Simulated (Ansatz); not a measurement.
The calculation used Ansatz, DFT PBE, scalar-relativistic, plane waves, PAW. Settings: cutoff 420 eV, Γ-centred meshes spaced at most about 0.3 Å⁻¹, and about 0.25 Å⁻¹ or finer for metals (2π included), Gaussian smearing. No spin polarisation.

Temperature and zero-point effects are left out.

Two forms of SnGe₇ were relaxed alike.

A.

```
CELL_PARAMETERS angstrom
4.15470 0.00000 0.00000
0.00000 4.15470 0.00000
0.00000 0.00000 11.77468
ATOMIC_POSITIONS crystal
Sn 0.00000 0.00000 0.00000
Ge 0.50000 0.50000 0.74149
Ge 0.00000 0.50000 0.62065
Ge 0.50000 0.50000 0.25851
Ge 0.50000 0.00000 0.37935
Ge 0.50000 0.00000 0.86155
Ge 0.00000 0.50000 0.13845
Ge 0.00000 0.00000 0.50000
```

B.

```
CELL_PARAMETERS angstrom
5.88083 0.00000 0.00000
0.00000 5.88083 0.00000
0.00000 0.00000 5.88083
ATOMIC_POSITIONS crystal
Sn 0.00000 0.00000 0.00000
Ge 0.25826 0.25826 0.25826
Ge 0.00000 0.50000 0.50000
Ge 0.50000 0.50000 0.00000
Ge 0.50000 0.00000 0.50000
Ge 0.74174 0.25826 0.74174
Ge 0.74174 0.74174 0.25826
Ge 0.25826 0.74174 0.74174
```

Question: Which arrangement of the elements on these sites is preferred, and by what margin?

Answer: They are level within the accuracy (2 meV/atom apart, with A the lower in these runs). The two share one framework of sites and differ in which element sits where. A has Sn and Ge ordered on diamond sites, space group P-4m2 (No. 115), 25.4 Å³/atom and no gap on its mesh; B has Sn and Ge ordered on diamond sites, space group P-43m (No. 215), 25.4 Å³/atom and no gap. Counting Ge atoms around Sn (those within 1.25 times the shortest such distance or 1.15 times the sum of covalent radii), A and B both have Sn 4. Both come from invented guesses.

The k mesh leaves some 4 meV/atom of noise in the energy of each metallic cell. The zero gap of P-4m2, P-43m may come from the functional, which often closes small gaps. Cells relaxed within their symmetry can be saddle points.
